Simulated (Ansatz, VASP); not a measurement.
# One calculation of Mg, two programs

Contents of INCAR:

```
SYSTEM = Mg
PREC = Accurate
ENCUT = 520
EDIFF = 1E-6
ISMEAR = -1
SIGMA = 0.1
LREAL = .FALSE.
LASPH = .TRUE.
NELM = 60
ALGO = Normal
ISIF = 2
LWAVE = .FALSE.
LCHARG = .FALSE.
GGA = PE
NBANDS = 9
```

Contents of KPOINTS:

```
Automatic mesh
0
G
  12 12 12
  0 0 0
```

The input POSCAR:

```
Mg
1.0
    0.0000000000      3.1873865036      3.1873865036
    3.1873865036      0.0000000000      3.1873865036
    3.1873865036      3.1873865036      0.0000000000
Mg
2
Direct
   -0.1250000000     -0.1250000000     -0.1250000000
    0.1250000000      0.1250000000      0.1250000000
```

Input for Ansatz:

```yaml
crystal:
  lattice:
    - [0.0, 3.1873865036, 3.1873865036]
    - [3.1873865036, 0.0, 3.1873865036]
    - [3.1873865036, 3.1873865036, 0.0]
  atoms:
    - { symbol: Mg, position: [-0.125, -0.125, -0.125] }
    - { symbol: Mg, position: [0.125, 0.125, 0.125] }
kpoints:
  mp_grid: { grid: [12, 12, 12] }
scf:
  occupations: { method: fermi_dirac, width: 0.1 }
hamiltonian:
  xc: pbe
  pseudopotentials: { kind: paw }
output:
  forces: true
  stress: true
  eigenvalues: true
  populations: true
```

Change from the starting cell: volume scaled by 0.8, PAW files.

Alike in both runs: task single point; functional PBE; k mesh 12 × 12 × 12; occupations fermi-dirac, width 0.1 eV; no spin polarisation.

|  | VASP | Ansatz |
| --- | --- | --- |
| version | VASP 6.6.1 | Ansatz 0.2.0 |
| potentials or method | VASP PAW PBE potentials, release 64 (Mg) | PAW with Ansatz's default frozen-core files, scalar-relativistic |
| plane-wave cutoff (eV) | 520 | 420 |
| valence electrons in the cell | 4 | 20 |

```csv
,VASP,Ansatz,Ansatz less VASP
pressure (GPa),3.8,3.8,0.00
```

The functional is the same, so the differences come from potentials, cutoffs and numerics. The two sets of potentials don't hold the same shells in valence.
